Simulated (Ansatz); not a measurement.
The system is Co.

```xyz
2
Lattice="2.4720 0.0000 0.0000 -1.2360 2.1408 0.0000 0.0000 0.0000 4.0211" Properties=species:S:1:pos:R:3 pbc="T T T"
Co    1.2360    0.7136    3.0159
Co    0.0000    1.4272    1.0053
```

| Item | Value |
| --- | --- |
| Program | Ansatz 0.2.0 |
| Task | relaxation of cell and atoms |
| Functional | PBEsol |
| Dispersion | D3(BJ) |
| Potentials or basis | Ansatz PAW |
| Cutoff | 420 eV (not typed: the program's choice for these potentials) |
| k mesh | 12 × 12 × 7 |
| Occupations | fermi-dirac, width 0.05 eV |
| Spin | collinear spin, ferromagnetic start |
| Starting moments | [2.0, 2.0] μB |

At the start: volume 10.64 Å³/atom.

**Question.** Where does the relaxation end?

**Answer.** It ends after 8 steps and the volume is 10.10 Å³/atom (-5.1 %); space group P6_3/mmc (No. 194, to 0.05 Å); moment 3.05 μB per cell.

Step by step:
```
step  energy change (eV)  largest force (eV/Å)  volume (Å³)
   1              0.0000                0.0000        21.28
   2             -0.0327                0.0000        20.72
   3             -0.0435                0.0000        20.15
   4             -0.0435                0.0000        20.20
   5             -0.0424                0.0000        20.20
   6             -0.0424                0.0000        20.20
   7             -0.0424                0.0000        20.19
   8             -0.0424                0.0000        20.19
```

Final structure:
```yaml
crystal:
  lattice:
    - [2.43550, 0.00000, 0.00000]
    - [-1.21775, 2.10920, 0.00000]
    - [0.00000, 0.00000, 3.93132]
  atoms:
    - { symbol: Co, position: [0.66667, 0.33333, 0.75000] }
    - { symbol: Co, position: [0.33333, 0.66667, 0.25000] }
```

Caveat: the plane-wave basis is chosen anew once the cell has moved, so the energies of steps on either side of that aren't comparable; pairwise dispersion overbinds metals, which lowers pressure and volume; the PAW data sets come from PBE, with cores solved anew for the run's functional, which leaves a small shift of forces and pressure.
